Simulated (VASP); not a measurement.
Here is a VASP 6.6.1 calculation.

INCAR

```
SYSTEM = Co
ALGO = Normal
EDIFF = 1E-6
EDIFFG = -0.02
ENCUT = 600
IBRION = 2
ISIF = 3
ISMEAR = 1
ISPIN = 2
LASPH = .TRUE.
LCHARG = .FALSE.
LMAXMIX = 4
LMIXTAU = .TRUE.
LORBIT = 11
LREAL = .FALSE.
LWAVE = .FALSE.
MAGMOM = 2 2 2 2
METAGGA = R2SCAN
NELM = 150
NSW = 60
PREC = Accurate
SIGMA = 0.1
```

Contents of KPOINTS:

```
k-points
0
G
  9 9 3
  0 0 0
```

POSCAR

```
Co
1.0
    2.4705617809      0.0000000000      0.0000000000
   -1.2352808905      2.1395692639      0.0000000000
    0.0000000000      0.0000000000      8.0882338000
Co
4
Direct
    0.6666666667      0.3333333333      0.7500000000
    0.0000000000      0.0000000000      0.5000000000
    0.3333333333      0.6666666667      0.2500000000
    0.0000000000      0.0000000000      0.0000000000
```

Potentials or basis: VASP PAW PBE potentials, release 64 (Co).

Command:

```console
$ cat potpaw_PBE.64/Co/POTCAR > POTCAR
$ mpirun -np 1 vasp_std > vasp.out
```

Question: What does it give for the band gap on the k mesh?

Answer: None (metal or under the smearing width).

Question: Predict the site moments.

Answer: Co +1.92, +1.90 μB.

Question: Estimate the relaxed volume.

Answer: 10.77 Å³/atom.

Stress tensor (GPa, compression positive):
```
 0.02  0.00  0.00
 0.00  0.02  0.00
 0.00  0.00 -0.13
```

Caveat: the PAW data sets were made with another functional, which shifts forces and pressure a little.
